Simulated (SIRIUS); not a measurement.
# Na2S (Fm-3m) in SIRIUS: equation of state

Aim: energy against volume of Na2S in PBEsol, for its equilibrium volume and stiffness.

All numbers are computed with SIRIUS 7.10.0; they aren't measurements. Logs are shortened: lines on timing, memory, paths and dates and some standing lists are left out, and cuts for length are marked. The log counts tension as positive stress, the text compression.

## 1. The structure

The structure is cubic, space group Fm-3m (No. 225). The conventional cell has a = 6.547 Å, b = 6.547 Å, c = 6.547 Å, α = 90.00°, β = 90.00°, γ = 90.00°. Around S (site symmetry m-3m) lie 8 Na at 2.83 Å. Around Na (site symmetry -43m) lie 4 S at 2.83 Å.

## 2. Single point, PBEsol, 21.98 Å³/atom (volume scaled by 0.94)

The input, sirius.json:

```json
{
  "control": {
    "processing_unit": "cpu",
    "verbosity": 2,
    "num_bands_to_print": 20,
    "print_forces": true,
    "print_stress": true
  },
  "parameters": {
    "electronic_structure_method": "pseudopotential",
    "xc_functionals": ["XC_GGA_X_PBE_SOL", "XC_GGA_C_PBE_SOL"],
    "gk_cutoff": 9.4,
    "pw_cutoff": 18.8,
    "ngridk": [7, 7, 7],
    "shiftk": [0, 0, 0],
    "smearing": "fermi_dirac",
    "smearing_width": 0.0018374661,
    "num_bands": 20,
    "num_mag_dims": 0,
    "num_dft_iter": 100,
    "energy_tol": 1e-08,
    "density_tol": 1e-06
  },
  "iterative_solver": {
    "type": "davidson",
    "min_tolerance": 1e-09,
    "tolerance_scale": [0.1, 0.25]
  },
  "mixer": {
    "type": "anderson",
    "beta": 0.7,
    "max_history": 8
  },
  "settings": {
    "tol_ne": 1e-10,
    "pseudo_grid_cutoff": 6.5
  },
  "unit_cell": {
    "lattice_vectors": [
      [0.0, 6.059737760491, 6.059737760491],
      [6.059737760491, 0.0, 6.059737760491],
      [6.059737760491, 6.059737760491, 0.0]
    ],
    "atom_coordinate_units": "lattice",
    "atom_types": ["S", "Na"],
    "atom_files": {
      "Na": "Na.json",
      "S": "S.json"
    },
    "atoms": {
      "S": [
        [0.0, 0.0, 0.0]
      ],
      "Na": [
        [0.75, 0.75, 0.75],
        [0.25, 0.25, 0.25]
      ]
    }
  }
}
```

Potentials or basis: PseudoDojo 0.4.1 PBEsol standard (scalar relativistic).

Run with:

```sh
$ upf_to_json Na.upf
$ upf_to_json S.upf
$ OMP_NUM_THREADS=1 sirius.scf --input=sirius.json --output=out.json --task=0
```

The log of the run:

```text
[info] SIRIUS version : 7.10.0
[info] number of MPI ranks           : 1
[info] MPI grid                      : 1 1
[info] maximum number of OMP threads : 1
[fft] FFT context for density and potential
[fft] =====================================
[fft]   comm size                             : 1
[fft]   plane wave cutoff                     : 18.8
[fft]   grid size                             : 54 54 54   total : 157464
[fft]   grid limits                           : -26 27   -26 27   -26 27
[fft]   number of G-vectors within the cutoff : 24903
[fft]   local number of G-vectors             : 24903
[fft]   number of G-shells                    : 1303
[fft] FFT context for coarse grid
[fft] =====================================
[fft]   comm size                             : 1
[fft]   plane wave cutoff                     : 18.8
[fft]   grid size                             : 54 54 54   total : 157464
[fft]   grid limits                           : -26 27   -26 27   -26 27
[fft]   number of G-vectors within the cutoff : 24903
[fft]   local number of G-vectors             : 24903
[fft]   number of G-shells                    : 1303
[unit cell] lattice vectors
[unit cell]   a1 :       0.0000000000      6.0597377605      6.0597377605
[unit cell]   a2 :       6.0597377605      0.0000000000      6.0597377605
[unit cell]   a3 :       6.0597377605      6.0597377605      0.0000000000
[unit cell] reciprocal lattice vectors
[unit cell]   b1 :      -0.5184370641      0.5184370641      0.5184370641
[unit cell]   b2 :       0.5184370641     -0.5184370641      0.5184370641
[unit cell]   b3 :       0.5184370641      0.5184370641     -0.5184370641
[unit cell] unit cell volume :       445.03225223 [a.u.^3]
[unit cell] 1/sqrt(omega)    :         0.04740283
[unit cell] MT volume        :         0.00000000 ( 0.00%)
[unit cell] IT volume        :       445.03225223 (100.00%)
[unit cell] number of atom types : 2
[unit cell] type id : 0 symbol :  S mt_radius :  11.450000 num_atoms : 1
[unit cell] type id : 1 symbol : Na mt_radius :  20.150000 num_atoms : 2
[unit cell] total number of atoms : 3
[unit cell] number of symmetry classes : 2
[unit cell] number of PAW atoms : 0
[unit cell] atom id  type id  class id             position                      vector_field
[unit cell] ------------------------------------------------------------------------------------------
[unit cell]      0        0        0      0.00000   0.00000   0.00000      0.00000   0.00000   0.00000
[unit cell]      1        1        1      0.75000   0.75000   0.75000      0.00000   0.00000   0.00000
[unit cell]      2        1        1      0.25000   0.25000   0.25000      0.00000   0.00000   0.00000
[unit cell] atom id         position (Cartesian, a.u.)
[unit cell] ---------------------------------------------
[unit cell]      0       0.000000    0.000000    0.000000
[unit cell]      1       9.089607    9.089607    9.089607
[unit cell]      2       3.029869    3.029869    3.029869
[unit cell] class id : 0 atom id : 0
[unit cell] class id : 1 atom id : 1 2
[unit cell] minimum bond length:     5.247887
[unit cell] total number of pseudo wave-functions: 14
[sym] space group number   : 225
[... 285 lines left out ...]
[diagonalize] iterative solver tolerance (occupied, empty): 2.19562e-09 2.19562e-09
[diagonalize] average number of iterations: 4.55
[diagonalize] Lowest band energies
[diagonalize] ik:    0   -1.749570   -1.748991   -0.725640   -0.725640   -0.725640   -0.723222   -0.723222   -0.723222   -0.291975    0.083292    0.083292    0.083292    0.177323    0.371388    0.371388    0.371388    0.429194    0.503375    0.503375    0.503375
[diagonalize] ik:    1   -1.749541   -1.749019   -0.725568   -0.725530   -0.725530   -0.723412   -0.723349   -0.723349   -0.290055    0.064913    0.082286    0.082286    0.200433    0.361939    0.375143    0.375143    0.413773    0.413773    0.483426    0.542322
[diagonalize] ik:    2   -1.749459   -1.749098   -0.725355   -0.725214   -0.725214   -0.723891   -0.723703   -0.723703   -0.285600    0.037113    0.080116    0.080116    0.238102    0.342715    0.362406    0.362406    0.432142    0.432142    0.470576    0.606226
[diagonalize] ik:    3   -1.749341   -1.749212   -0.725013   -0.724746   -0.724746   -0.724444   -0.724202   -0.724202   -0.281873    0.020190    0.078457    0.078457    0.261916    0.326610    0.348909    0.348909    0.483631    0.483631    0.496191    0.559032
[diagonalize] ik:    4   -1.749533   -1.749027   -0.725740   -0.725740   -0.725069   -0.723920   -0.723158   -0.723158   -0.289421    0.064258    0.079536    0.079536    0.207140    0.355872    0.377537    0.382092    0.382092    0.520254    0.520254    0.533370
[diagonalize] ...
[diagonalize] ik:   15   -1.749352   -1.749198   -0.726835   -0.726056   -0.726022   -0.723049   -0.723023   -0.722618   -0.278008    0.028460    0.057412    0.066726    0.230358    0.317064    0.399347    0.429666    0.431270    0.511196    0.549367    0.557462
[diagonalize] ik:   16   -1.749412   -1.749142   -0.726096   -0.725369   -0.725366   -0.723852   -0.723664   -0.722958   -0.282455    0.035228    0.064546    0.075142    0.257106    0.327111    0.340704    0.387601    0.415550    0.498505    0.520056    0.560587
[diagonalize] ik:   17   -1.749324   -1.749227   -0.726221   -0.725889   -0.724844   -0.724237   -0.723317   -0.722991   -0.279684    0.030281    0.056154    0.071507    0.271641    0.311441    0.356880    0.381007    0.443543    0.484580    0.534082    0.574012
[diagonalize] ik:   18   -1.749345   -1.749206   -0.726616   -0.726248   -0.725532   -0.723529   -0.722851   -0.722795   -0.278536    0.031460    0.057219    0.064049    0.243398    0.328468    0.364130    0.404125    0.453373    0.498726    0.546253    0.547677
[diagonalize] ik:   19   -1.749287   -1.749263   -0.726631   -0.726239   -0.724926   -0.724151   -0.722931   -0.722719   -0.278207    0.040185    0.043086    0.064960    0.258108    0.333249    0.367860    0.375234    0.455597    0.476750    0.552427    0.556638
[find] Charges and magnetic moments
[find] --------------------------------------------------------------------------------
[find] total charge          : 24.000000
[find] Energy
[find] --------------------------------------------------------------------------------
[find] valence_eval_sum               :     -15.91348573
[find] <rho|V^{XC}>                   :     -20.76888233
[find] <rho|E^{XC}>                   :     -16.73328868
[find] <mag|B^{XC}>                   :       0.00000000
[find] <rho|V^{H}>                    :      77.27820567
[find] one-electron contribution      :     -72.42280907 (Ha),    -144.84561814 (Ry)
[find] hartree contribution           :      38.63910283
[find] xc contribution                :     -16.73328868
[find] ewald contribution             :     -51.88168355
[find] PAW contribution               :       0.00000000
[find] smearing (-TS)                 :      -0.00000000
[find] SCF correction                 :      -0.00000255
[find] Total energy                   :    -102.39868102 (Ha),    -204.79736204 (Ry)
[find] Free energy (E-TS)             :    -102.39868102 (Ha),    -204.79736204 (Ry)
[find] band gap (eV)                  :       2.55869879
[find] Efermi                         :       0.12770508
[find] iteration : 10, RMS : 4.191404533801e-08, energy difference : -1.237481228600e-10
[find] Hartree energy of density residual : 6.180941556562e-13
[find] bands are converged : true
[find] iterative solver converged : true
[find] converged after 11 SCF iterations!
[find] Charges and magnetic moments
[find] --------------------------------------------------------------------------------
[find] total charge          : 24.000000
[find] Energy
[find] --------------------------------------------------------------------------------
[find] valence_eval_sum               :     -15.91348573
[find] <rho|V^{XC}>                   :     -20.76888233
[find] <rho|E^{XC}>                   :     -16.73328868
[find] <mag|B^{XC}>                   :       0.00000000
[find] <rho|V^{H}>                    :      77.27820567
[find] one-electron contribution      :     -72.42280907 (Ha),    -144.84561814 (Ry)
[find] hartree contribution           :      38.63910283
[find] xc contribution                :     -16.73328868
[find] ewald contribution             :     -51.88168355
[find] PAW contribution               :       0.00000000
[find] smearing (-TS)                 :      -0.00000000
[find] SCF correction                 :      -0.00000255
[find] Total energy                   :    -102.39868102 (Ha),    -204.79736204 (Ry)
[find] Free energy (E-TS)             :    -102.39868102 (Ha),    -204.79736204 (Ry)
[find] band gap (eV)                  :       2.55869879
[find] Efermi                         :       0.12770508
[ground_state] === stress tensor components [kbar] ===
[ground_state] === stress_kin ===
[ground_state] -26246.291824   -0.000000    0.000000
[ground_state]    -0.000000-26246.291824    0.000000
[ground_state]     0.000000    0.000000-26246.291824
[ground_state] === stress_har ===
[ground_state] -8514.749950   -0.000000    0.000000
[ground_state]    -0.000000-8514.749950    0.000000
[ground_state]     0.000000    0.000000-8514.749950
[ground_state] === stress_ewald ===
[ground_state] 11432.966349    0.000000    0.000000
[ground_state]     0.00000011432.966349   -0.000000
[ground_state]     0.000000   -0.00000011432.966349
[ground_state] === stress_vloc ===
[ground_state]  7115.139532    0.000000    0.000000
[ground_state]     0.000000 7115.139532   -0.000000
[ground_state]     0.000000   -0.000000 7115.139532
[ground_state] === stress_xc ===
[ground_state]  2782.159360    0.000000   -0.000000
[ground_state]     0.000000 2782.159360   -0.000000
[ground_state]    -0.000000   -0.000000 2782.159360
[ground_state] === stress_core ===
[ground_state]   635.209321    0.000000    0.000000
[ground_state]     0.000000  635.209321   -0.000000
[ground_state]     0.000000   -0.000000  635.209321
[ground_state] === stress_nonloc ===
[ground_state] 12782.038694    0.000000    0.000000
[ground_state]     0.00000012782.038694   -0.000000
[ground_state]     0.000000   -0.00000012782.038694
[ground_state] === stress_us_nl ===
[ground_state] 12782.038694    0.000000    0.000000
[ground_state]     0.00000012782.038694   -0.000000
[ground_state]     0.000000   -0.00000012782.038694
[ground_state] === stress_total ===
[ground_state]   -13.528519    0.000000    0.000000
[ground_state]     0.000000  -13.528519   -0.000000
[ground_state]     0.000000   -0.000000  -13.528519
[ground_state] ==== total Forces in Ha/bohr =====
[ground_state] atom:    0, force:       0.0000000      0.0000000      0.0000000
[ground_state] atom:    1, force:      -0.0000000     -0.0000000     -0.0000000
[ground_state] atom:    2, force:       0.0000000      0.0000000      0.0000000
[ground_state] ==== ultrasoft contribution from Qij =====
[ground_state] atom:    0, force:       0.0000000      0.0000000      0.0000000
[ground_state] atom:    1, force:       0.0000000      0.0000000      0.0000000
[ground_state] atom:    2, force:       0.0000000      0.0000000      0.0000000
[ground_state] ==== non-local contribution from Beta-projector =====
[ground_state] atom:    0, force:       0.0000000      0.0000000      0.0000000
[ground_state] atom:    1, force:      -0.0000000     -0.0000000     -0.0000000
[ground_state] atom:    2, force:       0.0000000      0.0000000      0.0000000
[ground_state] ==== contribution from local potential =====
[ground_state] atom:    0, force:       0.0000000      0.0000000      0.0000000
[ground_state] atom:    1, force:       0.0000000      0.0000000      0.0000000
[ground_state] atom:    2, force:       0.0000000      0.0000000     -0.0000000
[ground_state] ==== contribution from core density =====
[ground_state] atom:    0, force:       0.0000000      0.0000000      0.0000000
[ground_state] atom:    1, force:       0.0000000      0.0000000      0.0000000
[ground_state] atom:    2, force:       0.0000000      0.0000000      0.0000000
[ground_state] ==== Ewald forces from ions =====
[ground_state] atom:    0, force:       0.0000000      0.0000000      0.0000000
[ground_state] atom:    1, force:      -0.0000000     -0.0000000     -0.0000000
[ground_state] atom:    2, force:       0.0000000      0.0000000      0.0000000
[~DFT_ground_state] local op. applied: 10829
[~DFT_ground_state] evp. work count: 2123.61
[~DFT_ground_state] number of iterative solver steps: 850
```

Run time: 47 s. Hardware: 1 thread of Arm Neoverse V2, shared host; peak memory 0.39 GiB.

What came out:

| Item | Value |
| --- | --- |
| Free energy | -2786.4101 eV |
| Pressure | 1.4 GPa |
| Band gap on the k mesh | 2.56 eV |

Caveat: an odd mesh through Γ misses points on the zone boundary, where band edges often lie.

## 3. Single point, PBEsol, 22.45 Å³/atom (volume scaled by 0.96)

Edit sirius.json of step 2 so:

```diff
@@ -39,5 +39,5 @@
     "lattice_vectors": [
-      [0.0, 6.059737760491, 6.059737760491],
-      [6.059737760491, 0.0, 6.059737760491],
-      [6.059737760491, 6.059737760491, 0.0]
+      [0.0, 6.102413376021, 6.102413376021],
+      [6.102413376021, 0.0, 6.102413376021],
+      [6.102413376021, 6.102413376021, 0.0]
     ],
```

Potentials or basis: PseudoDojo 0.4.1 PBEsol standard (scalar relativistic).

Run with:

```sh
$ upf_to_json Na.upf
$ upf_to_json S.upf
$ OMP_NUM_THREADS=1 sirius.scf --input=sirius.json --output=out.json --task=0
```

It took 49 s on 1 thread of Arm Neoverse V2, shared host; peak memory 0.41 GiB.

It converged, with:

* Free energy: -2786.4188 eV
* Pressure: 0.6 GPa
* Band gap on the k mesh: 2.49 eV

Caveat: an odd mesh through Γ misses points on the zone boundary, where band edges often lie.

## 4. Single point, PBEsol, 22.92 Å³/atom (volume scaled by 0.98)

Edit sirius.json of step 3 so:

```diff
@@ -39,5 +39,5 @@
     "lattice_vectors": [
-      [0.0, 6.102413376021, 6.102413376021],
-      [6.102413376021, 0.0, 6.102413376021],
-      [6.102413376021, 6.102413376021, 0.0]
+      [0.0, 6.144500315597, 6.144500315597],
+      [6.144500315597, 0.0, 6.144500315597],
+      [6.144500315597, 6.144500315597, 0.0]
     ],
```

Run with:

```sh
$ upf_to_json Na.upf
$ upf_to_json S.upf
$ OMP_NUM_THREADS=1 sirius.scf --input=sirius.json --output=out.json --task=0
```

Run time: 60 s. Hardware: 1 thread of Arm Neoverse V2, shared host; peak memory 0.43 GiB.

It converged, with:

- Free energy: -2786.4220 eV
- Pressure: 0.0 GPa
- Band gap on the k mesh: 2.42 eV

Caveat: an odd mesh through Γ misses points on the zone boundary, where band edges often lie.

## 5. Single point, PBEsol, 23.85 Å³/atom (volume scaled by 1.02)

Edit sirius.json of step 4 so:

```diff
@@ -39,5 +39,5 @@
     "lattice_vectors": [
-      [0.0, 6.144500315597, 6.144500315597],
-      [6.144500315597, 0.0, 6.144500315597],
-      [6.144500315597, 6.144500315597, 0.0]
+      [0.0, 6.226986672531, 6.226986672531],
+      [6.226986672531, 0.0, 6.226986672531],
+      [6.226986672531, 6.226986672531, 0.0]
     ],
```

Run with:

```sh
$ upf_to_json Na.upf
$ upf_to_json S.upf
$ OMP_NUM_THREADS=1 sirius.scf --input=sirius.json --output=out.json --task=0
```

Wall time 61 s (1 thread of Arm Neoverse V2, shared host); peak memory 0.42 GiB.

Results (log left out):

```yaml
Free_energy: -2786.4124 eV
Pressure: -1.1 GPa
Band_gap_on_the_k_mesh: 2.30 eV
```

Caveat: an odd mesh through Γ misses points on the zone boundary, where band edges often lie.

## 6. Single point, PBEsol, 24.32 Å³/atom (volume scaled by 1.04)

Edit sirius.json of step 5 so:

```diff
@@ -39,5 +39,5 @@
     "lattice_vectors": [
-      [0.0, 6.226986672531, 6.226986672531],
-      [6.226986672531, 0.0, 6.226986672531],
-      [6.226986672531, 6.226986672531, 0.0]
+      [0.0, 6.267422784024, 6.267422784024],
+      [6.267422784024, 0.0, 6.267422784024],
+      [6.267422784024, 6.267422784024, 0.0]
     ],
```

Potentials or basis: PseudoDojo 0.4.1 PBEsol standard (scalar relativistic).

Run with:

```sh
$ upf_to_json Na.upf
$ upf_to_json S.upf
$ OMP_NUM_THREADS=1 sirius.scf --input=sirius.json --output=out.json --task=0
```

Run time: 61 s. Hardware: 1 thread of Arm Neoverse V2, shared host; peak memory 0.43 GiB.

Results (log left out):

| Quantity | Value |
| --- | --- |
| Free energy | -2786.4010 eV |
| Pressure | -1.5 GPa |
| Band gap on the k mesh | 2.24 eV |

Caveat: an odd mesh through Γ misses points on the zone boundary, where band edges often lie.

## 7. Single point, PBEsol, 24.79 Å³/atom (volume scaled by 1.06)

Edit sirius.json of step 6 so:

```diff
@@ -39,5 +39,5 @@
     "lattice_vectors": [
-      [0.0, 6.267422784024, 6.267422784024],
-      [6.267422784024, 0.0, 6.267422784024],
-      [6.267422784024, 6.267422784024, 0.0]
+      [0.0, 6.307343750696, 6.307343750696],
+      [6.307343750696, 0.0, 6.307343750696],
+      [6.307343750696, 6.307343750696, 0.0]
     ],
```

Run with:

```sh
$ upf_to_json Na.upf
$ upf_to_json S.upf
$ OMP_NUM_THREADS=1 sirius.scf --input=sirius.json --output=out.json --task=0
```

Run time: 62 s. Hardware: 1 thread of Arm Neoverse V2, shared host; peak memory 0.43 GiB.

It converged, with:

| Quantity | Value |
| --- | --- |
| Free energy | -2786.3858 eV |
| Pressure | -1.9 GPa |
| Band gap on the k mesh | 2.18 eV |

Caveat: an odd mesh through Γ misses points on the zone boundary, where band edges often lie.

## 8. Equation of state, PBEsol

Potentials or basis: PseudoDojo 0.4.1 PBEsol standard (scalar relativistic).

No new run: the results of the series are fitted here.

What came out:

```
Equilibrium volume                      : 22.94 Å³/atom
Bulk modulus                            : 30 GPa
Pressure derivative of the bulk modulus : 4.2 (rough: it moves with the points fitted)
```

Energy against volume, from the lowest point:
| volume (Å³/atom) | energy (meV/atom) |
| --- | --- |
| 21.982 | 3.97 |
| 22.450 | 1.06 |
| 22.918 | 0.00 |
| 23.385 | 0.81 |
| 23.853 | 3.19 |
| 24.321 | 6.99 |
| 24.789 | 12.07 |
